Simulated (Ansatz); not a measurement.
The system is EuS.

```
CELL_PARAMETERS angstrom
0.00000 2.97850 2.97850
2.97850 0.00000 2.97850
2.97850 2.97850 0.00000
ATOMIC_POSITIONS crystal
Eu 0.00000 0.00000 0.00000
S 0.50000 0.50000 0.50000
```

Base run:

```yaml
Program: Ansatz 0.2.0
Functional: PBEsol
Potentials_or_basis: all-electron LAPW, inner shells corrected to Dirac's equation
Cutoff: 207 eV (chosen from the basis error)
Basis_error_allowed: 0.001 eV/atom
k_mesh: 8 × 8 × 8
Occupations: fermi-dirac, width 0.05 eV
Spin: collinear spin, ferromagnetic start
Starting_moments: "[7.0, 0.0] μB"
```

Its results: pressure -5.3 GPa; net moment 6.98 μB per cell; site moments Eu +6.91; S -0.07 μB.

**Question.** After a change of settings the same cell gave: pressure 0.6 GPa; net moment 7.00 μB per cell; site moments Eu +7.00; S -0.05 μB. Which change was it?
A. potentials or basis from all-electron LAPW, inner shells corrected to Dirac's equation to all-electron LAPW, scalar-relativistic
B. potentials or basis from all-electron LAPW, inner shells corrected to Dirac's equation to all-electron LAPW, non-relativistic
C. potentials or basis from all-electron LAPW, inner shells corrected to Dirac's equation to all-electron LAPW, scalar-relativistic; occupations from fermi-dirac, width 0.05 eV to gaussian, width 0.05 eV
D. potentials or basis from all-electron LAPW, inner shells corrected to Dirac's equation to all-electron PAW datasets made for the crystal

**Answer.** B.

Caveats: an open f shell can end in a state above the lowest; a cell with one magnetic atom can't hold antiferromagnetic order, which such compounds often take; relativity is left out, which matters for the heavier elements (some runs).

The runs don't all hold the same shells in valence.
